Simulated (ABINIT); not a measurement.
# BAs (F-43m): G0W0 in ABINIT against the screening cutoff in the self-energy, part 2 of 2

Aim: move the screening cutoff in the self-energy of a G0W0 run on BAs (F-43m) over a wide range.

ABINIT 10.8.3; PBE and many-body steps on it, plane waves. Known limits of the many-body steps: not at the basis limit; exchange with frozen shells missing; no spin-orbit coupling.

So far. Step 2 (Screening, 6×6×6 mesh, 253 bands, screening to 326.5 eV): Local fields lower ε∞ by 9 %. Step 5 (4.2 Ha): The gap on the mesh goes from 1.29 eV to 2.10 eV, a correction of +0.81 eV.

**6. 6 Ha**

Level of this step: G0W0 on PBE, plane waves, norm-conserving pseudopotentials (ABINIT).

Contents of run.abi:

```
acell 3*1.0 Angstrom
rprim 
  -0.000000000000 2.388500000000 2.388500000000
  2.388500000000 -0.000000000000 2.388500000000
  2.388500000000 2.388500000000 -0.000000000000
ntypat 2
znucl 5 33
natom 2
typat 1 2
xred 
  0.000000000000 0.000000000000 0.000000000000
  0.250000000000 0.250000000000 0.250000000000
pp_dirpath "pseudos"
pseudos "B.upf, As.upf"
ecut 38
ngkpt 6 6 6
nshiftk 1
shiftk 0 0 0
kptopt 1
chksymbreak 0
istwfk *1
occopt 1
irdwfk 1
optdriver 4
nband 253
gwcalctyp 0
ecutsigx 38
symsigma 1
nkptgw 2
kptgw 
  0.0000000000 0.0000000000 0.0000000000
  0.3333333333 0.3333333333 0.0000000000
bdgw 
  7 12
  8 11
ecuteps 6
irdscr 1
ppmodel 1
indata_prefix "in"
outdata_prefix "out"
tmpdata_prefix "tmp"
```

Run with:

```sh
> OMP_NUM_THREADS=1 mpirun -n 8 abinit run.abi > log
```

Log:

```text
.Version 10.8.3 of ABINIT. v10.8.2 released Aug 2026.

 Symmetries : space group F-4 3 m (#216); Bravais cF (face-center cubic)
[... echo of the input left out ...]
== DATASET  1 ==================================================================
-   mpi_nproc: 8, omp_nthreads: 1 (-1 if OMP is not activated)

--- !DatasetInfo
iteration_state: {dtset: 1, }
dimensions: {natom: 2, nkpt: 16, mband: 253, nsppol: 1, nspinor: 1, nspden: 1, mpw: 2085, }
cutoff_energies: {ecut:  38.0, pawecutdg:  -1.0, }
[...]
Band     E0 <VxcDFT>   SigX SigC(E0)      Z dSigC/dE  Sig(E)    E-E0       E
[...]
10   7.859 -11.353  -7.290  -4.104   0.815  -0.227 -11.386  -0.033   7.825
       11   9.721 -10.888  -6.139  -4.717   0.815  -0.227 -10.862   0.026   9.747

== END DATASET(S) ==============================================================
================================================================================

 -outvars: echo values of variables after computation  --------
           etotal      0.0000000000E+00
            nband         253
             nkpt          16
          spgroup         216
 [... the other variables as echoed above ...]

 Calculation completed.
```

Run time: 12 s. Hardware: 8 MPI ranks of AMD EPYC 7B13 (Zen 3), shared host; peak memory 1.9 GiB.

This step gave:

| Quantity | Value |
| --- | --- |
| G0W0 gap on the points computed | 2.177 eV |
| starting gap on the mesh | 1.294 eV |
| k of the valence top | 0, 0, 0 |
| k of the conduction bottom | 0.3333, 0.3333, 0 |
| least direct G0W0 gap on the computed points | 4.1 eV |

Against the run before, the gap moves by +0.072 eV.

**7. 9 Ha**

Changes to run.abi since step 6:

```diff
@@ -35,3 +35,3 @@
   8 11
-ecuteps 6
+ecuteps 9
 irdscr 1
```

Log:

```text
.Version 10.8.3 of ABINIT. v10.8.2 released Aug 2026.

 Symmetries : space group F-4 3 m (#216); Bravais cF (face-center cubic)
[... echo of the input left out ...]
== DATASET  1 ==================================================================
-   mpi_nproc: 8, omp_nthreads: 1 (-1 if OMP is not activated)

--- !DatasetInfo
iteration_state: {dtset: 1, }
dimensions: {natom: 2, nkpt: 16, mband: 253, nsppol: 1, nspinor: 1, nspden: 1, mpw: 2085, }
cutoff_energies: {ecut:  38.0, pawecutdg:  -1.0, }
[...]
Band     E0 <VxcDFT>   SigX SigC(E0)      Z dSigC/dE  Sig(E)    E-E0       E
[...]
10   7.859 -11.353  -7.290  -4.129   0.815  -0.227 -11.406  -0.053   7.806
       11   9.721 -10.888  -6.139  -4.736   0.815  -0.227 -10.877   0.011   9.732

== END DATASET(S) ==============================================================
================================================================================

 -outvars: echo values of variables after computation  --------
           etotal      0.0000000000E+00
            nband         253
             nkpt          16
          spgroup         216
 [... the other variables as echoed above ...]

 Calculation completed.
```

Run time: 32 s. Hardware: 8 MPI ranks; peak memory 2.6 GiB.

This step gave:

| Property | Result |
| --- | --- |
| G0W0 gap on the points computed | 2.207 eV |
| starting gap on the mesh | 1.294 eV |
| k of the valence top | 0, 0, 0 |
| k of the conduction bottom | 0.3333, 0.3333, 0 |
| least direct G0W0 gap on the computed points | 4.121 eV |

Against the run before, the gap moves by +0.030 eV.

**8. 12 Ha**

Changes to run.abi since step 7:

```diff
@@ -35,3 +35,3 @@
   8 11
-ecuteps 9
+ecuteps 12
 irdscr 1
```

Log:

```text
.Version 10.8.3 of ABINIT. v10.8.2 released Aug 2026.

 Symmetries : space group F-4 3 m (#216); Bravais cF (face-center cubic)
[... echo of the input left out ...]
== DATASET  1 ==================================================================
-   mpi_nproc: 8, omp_nthreads: 1 (-1 if OMP is not activated)

--- !DatasetInfo
iteration_state: {dtset: 1, }
dimensions: {natom: 2, nkpt: 16, mband: 253, nsppol: 1, nspinor: 1, nspden: 1, mpw: 2085, }
cutoff_energies: {ecut:  38.0, pawecutdg:  -1.0, }
[...]
Band     E0 <VxcDFT>   SigX SigC(E0)      Z dSigC/dE  Sig(E)    E-E0       E
[...]
10   7.859 -11.353  -7.290  -4.131   0.815  -0.227 -11.408  -0.055   7.804
       11   9.721 -10.888  -6.139  -4.737   0.815  -0.227 -10.878   0.010   9.731

== END DATASET(S) ==============================================================
================================================================================

 -outvars: echo values of variables after computation  --------
           etotal      0.0000000000E+00
            nband         253
             nkpt          16
          spgroup         216
 [... the other variables as echoed above ...]

 Calculation completed.
```

Wall time 51 s (8 MPI ranks); peak memory 3 GiB.

This step gave:

```yaml
g0w0_gap_on_the_points_computed: 2.211 eV
starting_gap_on_the_mesh: 1.294 eV
k_of_the_valence_top: 0, 0, 0
k_of_the_conduction_bottom: 0.3333, 0.3333, 0
least_direct_g0w0_gap_on_the_computed_points: 4.124 eV
```

Against the run before, the gap moves by +0.004 eV.

**9. The runs together**

Times are wall times on 8 MPI ranks of AMD EPYC 7B13 (Zen 3), shared host, good to a factor of about two. A run's time includes the screening step that it read.

```csv
run,mesh,bands,screening cutoff (eV),DFT gap (eV),gap on the mesh (eV),direct (eV),ε∞ used,time
1.2 Ha,6×6×6,253,32.7,1.294,1.883,3.876,10.49,2.8 min
2.4 Ha,6×6×6,253,65.3,1.294,1.928,3.907,10.49,2.8 min
4.2 Ha,6×6×6,253,114.3,1.294,2.105,4.037,10.49,2.8 min
6 Ha,6×6×6,253,163.3,1.294,2.177,4.100,10.49,2.9 min
9 Ha,6×6×6,253,244.9,1.294,2.207,4.121,10.49,3.2 min
12 Ha,6×6×6,253,326.5,1.294,2.211,4.124,10.49,3.5 min
```

**10. Summary of results**

```json
{"1.2 Ha": "1.883 eV", "2.4 Ha": "1.928 eV", "4.2 Ha": "2.105 eV", "6 Ha": "2.177 eV", "9 Ha": "2.207 eV", "12 Ha": "2.211 eV", "known limits": "not at the basis limit; exchange with frozen shells missing; no spin-orbit coupling"}
```

The setting moved: screening cutoff in the self-energy. From 1.2 Ha to 12 Ha the gap moves by +0.33 eV. It holds to 0.03 eV from 9 Ha on. Bands and screening cutoff are coupled, so a series along one setting does not show full convergence. Bands and cutoff are finite, so the gap is not at the basis limit. The miss can reach some tenths of an eV and take either sign; the mesh is an error of its own. In the G0W0 runs levels were corrected at 2 k points alone, so a gap called «on the mesh» is the least over those, and an edge elsewhere would be missed. The norm-conserving file of at least one element keeps a d shell over frozen s and p shells of the same row. Exchange with those shells is missing from the self-energy, an error of 0.3 to 0.9 eV in cases checked, whose sign depends on which edge lies on those atoms. The many-body steps are scalar-relativistic: spin-orbit coupling is not in them.

[Paths, hosts, dates, memory and timing lines, banners, echoed tables and standing remarks are left out of the program output.]

[Logs are printed without paths, hosts, clocks, repeated set-up lines and the standing remarks that a program may print on its own settings, such as how far it seeks lower states.]

[Runs of the session that timed out or met a known fault of the program may be left out.]

[Hosts, paths, dates, database ids (printed as entryN), source tags and the programs' standing remarks are cut or masked in the printed files.]

[G0W0 gaps are taken among the corrected bands and points alone; a level outside them can change the order at an edge.]

[Where Ansatz stands beside ABINIT at settings called matched, ABINIT's density can come from a denser mesh and the files from another edition; pairs whose starting gaps differed by over 0.03 eV were left out, so agreement reads better than it is.]
